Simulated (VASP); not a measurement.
A run of VASP 6.6.1:

INCAR

```
PREC = Accurate
ENCUT = 520
EDIFF = 1E-6
ISMEAR = -1
SIGMA = 0.05
LREAL = Auto
LASPH = True
NELM = 100
ALGO = Fast
ISIF = 2
LWAVE = False
LCHARG = False
GGA = PE
NBANDS = 55
```

KPOINTS

```
Automatic mesh
0
Gamma
  1 1 1
```

The input POSCAR:

```
H17O8F
1.0
    6.7047270000      0.0000000000      0.0000000000
    0.0000000000      6.7047270000      0.0000000000
    0.0000000000      0.0000000000      6.7047270000
O H F
8 17 1
Direct
    0.2671100553      0.0878037241      0.6933019048
    0.5660633162      0.7630735748      0.2985505599
    0.7034290882      0.4015376018     -0.0005220198
    0.1423175023      0.9839774237      0.3089611255
    0.8054168350      0.9833659148      1.0421005956
    0.1078343682      0.6686774868      0.5377549302
    0.4186001906      0.4724875450      0.7950211843
    0.0396735020      0.6293321115      0.1054479921
    0.2210231677      0.0861630906      0.5588892732
    0.4066683103      0.0216414479      0.6603848300
    0.5986970088      0.7965275842      0.4278623127
    0.6608471903      0.8425697273      0.2091509468
    0.6420246492      0.4314567916      0.1279395865
    0.6036487392      0.4769023407     -0.0930239218
    0.0482644558      0.9562805465      0.1928937599
    0.2734936113      0.9640660984      0.2555957909
    0.8128593454      0.8962930183      0.9288372219
    0.7370919055      1.1065476641      1.0051863409
    0.1165595557      0.7977207722      0.4503389922
    0.0456096124      0.5727749989      0.4297415838
    0.3662043212      0.5506115312      0.6817279809
    0.3383881253      0.3515131936      0.7852370425
    0.1293266676      0.5842296040     -0.0025653543
   -0.0879528727      0.5729987216      0.0851637956
    0.9351909481      0.7185676613      0.6570289887
    0.7954835447      0.7452801583      0.7138843983
```

Potentials or basis: VASP PAW PBE potentials, release 64 (O, H, F).

Command:

```sh
$ cat potpaw_PBE.64/O/POTCAR potpaw_PBE.64/H/POTCAR potpaw_PBE.64/F/POTCAR > POTCAR
$ mpirun -np 1 vasp_gam > vasp.out
```

Hardware: 1 thread of Intel(R) Xeon(R) Platinum 8375C CPU @ 2.90GHz (Ice Lake) (shared host).

Estimate the wall time of this run.

Wall time 29 s on 1 thread of Intel(R) Xeon(R) Platinum 8375C CPU @ 2.90GHz (Ice Lake), with other jobs on the host, peak memory 0.32 GiB. Counts: scf iterations 16, k points 1.
